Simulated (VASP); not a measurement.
# SnS2 (P-3m1) in VASP: band structure with PBE

Aim: the band structure of SnS2 with PBE.

Everything below comes from runs of VASP 6.6.1. Logs are shortened: lines on timing, memory, paths and dates and some standing lists are left out, and cuts for length are marked.

### Step 1. The crystal as given

Symmetry: P-3m1, No. 164, trigonal system. The conventional cell has a = 3.670 Å, b = 3.670 Å, c = 5.890 Å, α = 90.00°, β = 90.00°, γ = 120.00°. Sn (site symmetry -3m) is surrounded by 6 S at 2.58 Å. S (site symmetry 3m) is surrounded by 3 Sn at 2.58 Å.

### Step 2. Band structure, PBE

INCAR reads:

```
SYSTEM = SnS2
PREC = Accurate
ENCUT = 520
EDIFF = 1E-7
ISMEAR = 0
SIGMA = 0.02
LREAL = .False.
LASPH = .True.
NELM = 80
ALGO = Normal
ISIF = 2
LWAVE = .False.
LCHARG = .False.
GGA = PE
```

KPOINTS reads:

```
Automatic mesh
0
Gamma
  9 9 6
  0 0 0
```

POSCAR reads:

```
SnS2
1.0
    3.6700000000      0.0000000000      0.0000000000
   -1.8350000000      3.1783132300      0.0000000000
    0.0000000000      0.0000000000      5.8900000000
Sn S
1 2
Direct
    0.0000000000      0.0000000000      0.0000000000
    0.3333333300      0.6666666700      0.2500000000
    0.6666666700      0.3333333300      0.7500000000
```

KPOINTS_OPT reads:

```
path GMKGALHA,LM,KH
10
line-mode
reciprocal
 0.0000000000  0.0000000000  0.0000000000  G
 0.5000000000  0.0000000000  0.0000000000  M

 0.5000000000  0.0000000000  0.0000000000  M
 0.3333333333  0.3333333333  0.0000000000  K

 0.3333333333  0.3333333333  0.0000000000  K
 0.0000000000  0.0000000000  0.0000000000  G

 0.0000000000  0.0000000000  0.0000000000  G
 0.0000000000  0.0000000000  0.5000000000  A

 0.0000000000  0.0000000000  0.5000000000  A
 0.5000000000  0.0000000000  0.5000000000  L

 0.5000000000  0.0000000000  0.5000000000  L
 0.3333333333  0.3333333333  0.5000000000  H

 0.3333333333  0.3333333333  0.5000000000  H
 0.0000000000  0.0000000000  0.5000000000  A

 0.5000000000  0.0000000000  0.5000000000  L
 0.5000000000  0.0000000000  0.0000000000  M

 0.3333333333  0.3333333333  0.0000000000  K
 0.3333333333  0.3333333333  0.5000000000  H
```

Potentials or basis: VASP PAW PBE potentials, release 64 (Sn_d, S).

The run is started by

```bash
> cat potpaw_PBE.64/Sn_d/POTCAR potpaw_PBE.64/S/POTCAR > POTCAR
> mpirun -np 1 vasp_std > vasp.out
```

OUTCAR:

```text
SYSTEM = SnS2
   PREC = Accurate
   ENCUT = 520
   EDIFF = 1E-7
   ISMEAR = 0
   LREAL = .False.
   LASPH = .True.
   NELM = 80
   ISIF = 2
   GGA = PE

 ion  position               nearest neighbor table
   1  0.000  0.000  0.000-   2 2.58   3 2.58   2 2.58   3 2.58   3 2.58   2 2.58
   2  0.333  0.667  0.250-   1 2.58   1 2.58   1 2.58
   3  0.667  0.333  0.750-   1 2.58   1 2.58   1 2.58

  LATTYP: Found a hexagonal cell.
 ALAT       =     3.6700000000
 C/A-ratio  =     1.6049046322

  Lattice vectors:

 A1 = (   3.6700000000,   0.0000000000,   0.0000000000)
 A2 = (  -1.8350000000,   3.1783132300,   0.0000000000)
 A3 = (   0.0000000000,   0.0000000000,   5.8900000000)

Analysis of symmetry for initial positions (statically):
=====================================================================
 Subroutine PRICEL returns:
 Original cell was already a primitive cell.

 Routine SETGRP: Setting up the symmetry group for a
 hexagonal supercell.

 Subroutine GETGRP returns: Found 12 space group operations
 (whereof 12 operations were pure point group operations)
 out of a pool of 24 trial point group operations.

The static configuration has the point symmetry D_3d.

Analysis of symmetry for dynamics (positions and initial velocities):
=====================================================================
 Subroutine PRICEL returns:
 Original cell was already a primitive cell.

 Routine SETGRP: Setting up the symmetry group for a
 hexagonal supercell.

 Subroutine GETGRP returns: Found 12 space group operations
 (whereof 12 operations were pure point group operations)
 out of a pool of 24 trial point group operations.

The dynamic configuration has the point symmetry D_3d.

 Subroutine INISYM returns: Found 12 space group operations
 (whereof 12 operations are pure point group operations),
 and found     1 'primitive' translations

----------------------------------------------------------------------------------------

                                     Primitive cell

  volume of cell :      68.7034

  direct lattice vectors                    reciprocal lattice vectors
     3.670000000  0.000000000  0.000000000     0.272479564  0.157316150  0.000000000
    -1.835000000  3.178313230  0.000000000     0.000000000  0.314632299  0.000000000
     0.000000000  0.000000000  5.890000000     0.000000000  0.000000000  0.169779287

  length of vectors
     3.670000000  3.669999998  5.890000000     0.314632299  0.314632299  0.169779287

[... 83 lines left out ...]
   LREAL  =      F    real-space projection
   EDIFFG = 0.1E-05   stopping-criterion for IOM
   NSW    =      0    number of steps for IOM
   IBRION =     -1    ionic relax: 0-MD 1-quasi-New 2-CG
   NFREE  =      0    steps in history (QN), initial steepest desc. (CG)
   ISIF   =      2    stress and relaxation
   ISYM   =      2    0-nonsym 1-usesym 2-fastsym
   POTIM  = 0.5000    time-step for ionic-motion
   TEBEG  =    0.0;   TEEND  =   0.0 temperature during run
   PSTRESS=    0.0 pullay stress
   NELECT =      26.0000    total number of electrons
   NUPDOWN=      -1.0000    fix difference up-down
   EMIN   =  10.00;   EMAX   =-10.00  energy-range for DOS
   EFERMI =   0.00;   METHOD = LEGACY
   ISMEAR =     0;   SIGMA  =   0.02  broadening in eV -4-tet -1-fermi 0-gaus
   EFERMI_NEDOS =   21; number of points for ismear=-14 and -15
   IALGO  =     38    algorithm
   IMIX   =      4    mixing-type and parameters
     AMIX     =   0.40;   BMIX     =  1.00
     AMIX_MAG =   1.60;   BMIX_MAG =  1.00
  volume/ion in A,a.u.               =      22.90       154.54
  Fermi-wavevector in a.u.,A,eV,Ry     =   1.184150  2.237718 19.078231  1.402210
  Thomas-Fermi vector in A             =   2.320370
   LORBIT       =      0    0 simple, 1 ext, 2 COOP (PROOUT), +10 PAW based schemes
   GGA     = PE    functional components
   LHFCALC =     F    Hartree Fock is set to
   AEXX    =    0.0000 exact exchange contribution
   IVDW    =     0    specifies the selected vdW correction
   LEPSILON=     F    determine dielectric tensor
   LRPA    =     F    only Hartree local field effects (RPA)
 non-spin polarized calculation
 Gauss-broadening in eV      SIGMA  =   0.02
  energy-cutoff  :      520.00
  volume of cell :       68.70
 maximum number of plane-waves:      1870
   NGX = 13   NGY = 13   NGZ = 21

 number of electron      26.0000009 magnetization

 Free energy of the ion-electron system (eV)
  ---------------------------------------------------
  ext. energy  EPLUGINS =         0.00000000
  ---------------------------------------------------
  free energy    TOTEN  =       -13.16801321 eV

  energy without entropy =      -13.16801321  energy(sigma->0) =      -13.16801321

 E-fermi :   4.7333     XC(G=0):  -9.5661

 val. band max:        4.5853490966   @ k =   0.0000   0.0000   0.0000
 cond. band min:       5.9334308200   @ k =   0.0000   0.4444   0.3333
 fundamental gap:      1.3480817234
 Fermi energy:         4.7332804694

 k-point     1 :       0.0000    0.0000    0.0000
  band No.  band energies     occupation
      1     -16.3649      2.00000
      2     -16.3649      2.00000
      3     -16.3261      2.00000
      4     -16.2997      2.00000
      5     -16.2997      2.00000
      6      -9.1363      2.00000
[... 457 lines left out ...]
      4     -16.3006      2.00000
      5     -16.2812      2.00000
      6      -8.2030      2.00000
[... 9 lines left out ...]
     16      10.4591      0.00000
     17      11.5199      0.00000

 [... further k-points ...]

------------------------ aborting loop because EDIFF is reached ----------------------------------------

  FORCE on cell =-STRESS in cart. coord.  units (eV):
  Direction    XX          YY          ZZ          XY          YZ          ZX
  --------------------------------------------------------------------------------------
  -------------------------------------------------------------------------------------
  Total        0.9730911      0.9730911      1.0503061     -0.0000000      0.0000000      0.0000000
  in kB       22.6926920     22.6926920     24.4933639     -0.0000000      0.0000000      0.0000000
  external PRESSURE =      23.2929160 kB  Pullay stress =       0.0000000 kB

 VOLUME and BASIS-vectors are now :
 -----------------------------------------------------------------------------
  energy-cutoff  :      520.00
  volume of cell :       68.70
      direct lattice vectors                 reciprocal lattice vectors
     3.670000000  0.000000000  0.000000000     0.272479564  0.157316150  0.000000000
    -1.835000000  3.178313230  0.000000000     0.000000000  0.314632299  0.000000000
     0.000000000  0.000000000  5.890000000     0.000000000  0.000000000  0.169779287

 POSITION                                       TOTAL-FORCE (eV/Angst)
 -----------------------------------------------------------------------------------
      0.00000      0.00000      0.00000        -0.000000      0.000000      0.000000
     -0.00000      2.11888      1.47250         0.000000      0.000000      0.067630
      1.83500      1.05944      4.41750        -0.000000      0.000000     -0.067630
 -----------------------------------------------------------------------------------
    total drift:                                0.000000      0.000000      0.000000

  FREE ENERGIE OF THE ION-ELECTRON SYSTEM (eV)
  ---------------------------------------------------
  free  energy   TOTEN  =       -13.1680132079 eV

  energy  without entropy=      -13.1680132079  energy(sigma->0) =      -13.16801321
```

stdout:

```text
POSCAR found type information on POSCAR SnS
 POSCAR found :  2 types and       3 ions
 scaLAPACK will be used
 LDA part: xc-table for (Slater+PW92), standard interpolation
 POSCAR, INCAR and KPOINTS ok, starting setup
 FFT: planning ... GRIDC
 FFT: planning ... GRID_SOFT
 FFT: planning ... GRID
 WAVECAR not read
 entering main loop
 Start KPOINTS_OPT (optional k-point list driver)
k-point batch [1-62\90]
k-point batch [63-90\90]
```

It took 84 s on 1 thread of Intel Xeon Platinum 8375C at 2.90GHz (Ice Lake), shared host; peak memory 0.24 GiB.

Results:

- Free energy: -13.1680 eV
- Pressure: 2.3 GPa
- Largest force: 0.068 eV/Å
- Band gap on the k mesh: 1.35 eV, indirect (least direct gap 1.83 eV)
- Band gap along the path: 1.37 eV, indirect (least direct gap 1.83 eV)

Forces in eV/Å, atoms in the order of the input:
```
Sn   0.000  0.000  0.000
S    0.000  0.000  0.068
S    0.000  0.000 -0.068
```

Stress tensor (GPa, compression positive):
```
2.27 0.00 0.00
0.00 2.27 0.00
0.00 0.00 2.45
```

Levels at the corners of the path, in eV from the valence-band top:
```csv
point,band 9,band 10,band 11,band 12,band 13,band 14,band 15,band 16,band 17
Γ,-0.68,-0.68,-0.41,-0.41,-0.01,1.82,3.59,5.36,5.36
M,-4.31,-2.71,-2.55,-1.03,-0.32,1.66,4.44,5.94,6.06
M,-4.31,-2.71,-2.55,-1.03,-0.32,1.66,4.44,5.94,6.06
K,-3.53,-3.53,-3.17,-1.40,-1.40,1.97,6.91,6.91,7.77
K,-3.53,-3.53,-3.17,-1.40,-1.40,1.97,6.91,6.91,7.67
Γ,-0.68,-0.68,-0.41,-0.41,-0.01,1.82,3.59,5.36,5.36
Γ,-0.68,-0.68,-0.41,-0.41,-0.01,1.82,3.59,5.36,5.36
A,-1.89,-0.76,-0.76,-0.27,-0.27,2.98,3.65,5.11,5.11
A,-1.89,-0.76,-0.76,-0.27,-0.27,2.98,3.65,5.11,5.11
L,-4.76,-2.38,-1.81,-0.74,-0.67,1.44,4.67,5.54,6.41
L,-4.76,-2.38,-1.81,-0.74,-0.67,1.44,4.67,5.54,6.41
H,-4.04,-4.04,-3.54,-0.36,-0.36,2.97,5.35,5.35,7.02
H,-4.04,-4.04,-3.54,-0.36,-0.36,2.97,5.35,5.35,7.02
A,-1.89,-0.76,-0.76,-0.27,-0.27,2.98,3.65,5.11,5.11
L,-4.76,-2.38,-1.81,-0.74,-0.67,1.44,4.67,5.54,6.41
M,-4.31,-2.71,-2.55,-1.03,-0.32,1.66,4.44,5.94,6.06
K,-3.53,-3.53,-3.17,-1.40,-1.40,1.97,6.91,6.91,7.77
H,-4.04,-4.04,-3.54,-0.36,-0.36,2.97,5.35,5.35,7.02
```

Caveat: spin-orbit coupling is left out, which moves the levels of the heavy elements; this functional lacks dispersion, which binds the layers, so the pressure and a relaxed spacing across them are unreliable.
